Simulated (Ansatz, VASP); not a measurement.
Sn in VASP and in Ansatz

```xyz
4
Lattice="3.4032 0.0000 0.0000 -1.7016 2.9473 0.0000 0.0000 0.0000 10.5693" Properties=species:S:1:pos:R:3 pbc="T T T"
Sn    0.0000    0.0000    0.0000
Sn    0.0000    0.0000    5.2846
Sn    0.0000    1.9648    7.9270
Sn    1.7016    0.9824    2.6423
```

Alike in both runs: functional PBEsol; k mesh 6 × 6 × 2; occupations gaussian, width 0.1 eV; no spin polarisation.

Ansatz relaxed the structure, and its values are those at the end. VASP's run is a single point on that final structure, the one shown.

```csv
,VASP,Ansatz
version,VASP 6.6.1,Ansatz 0.2.0
potentials or method,"VASP PAW PBE potentials, release 64 (Sn_d)","scalar-relativistic, plane waves, PAW"
plane-wave cutoff (eV),520,420
valence electrons in the cell,56,56
```

Ansatz gave:

* gap on the k mesh at the Fermi level (eV): none
* pressure (GPa): -0.3

Question: What did VASP give for the same quantities?

Answer: gap on the k mesh at the Fermi level (eV): none; pressure (GPa): -0.4.

A gap of «none» marks a metal or a gap that the smearing closes.

Caveats: the PAW data sets were made with another functional, which shifts forces and pressure a little (VASP).
